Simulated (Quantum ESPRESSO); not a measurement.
## Ag: phonon spectrum and thermodynamics under several settings

```
CELL_PARAMETERS angstrom
0.00000 2.04275 2.04275
2.04275 0.00000 2.04275
2.04275 2.04275 0.00000
ATOMIC_POSITIONS crystal
Ag 0.00000 0.00000 0.00000
```

All runs used Quantum ESPRESSO 7.5; k mesh 12 × 12 × 12; relaxed cell; no spin polarisation; occupations cold, width 0.2 eV; q mesh 2 × 2 × 2.

| level | potentials | cutoff (eV) | volume (Å³/atom) | pressure (GPa) | highest frequency (cm⁻¹) | zero-point energy (meV/atom) | entropy at room temperature (k_B/atom) |
| --- | --- | --- | --- | --- | --- | --- | --- |
| LDA | PseudoDojo 0.4.1 SR LDA standard | 1170 | ? | 0.0 | ? | ? | ? |
| PBE | PseudoDojo 0.4.1 SR PBE standard | 1116 | 17.80 | 0.2 | 161 | 19.4 | 5.26 |
| PBEsol | PseudoDojo 0.4.1 SR PBEsol standard | 1116 | 16.67 | -0.1 | 178 | 21.2 | 5.01 |

Problem. What stands in the row left open?

Solution. Volume 16.03 Å³/atom; highest frequency 190 cm⁻¹; zero-point energy 22.7 meV/atom; entropy at room temperature 4.80 k_B/atom.

For the row left open. Caveat: the q mesh is small, so phonon branches between its points and thermal values are rough.
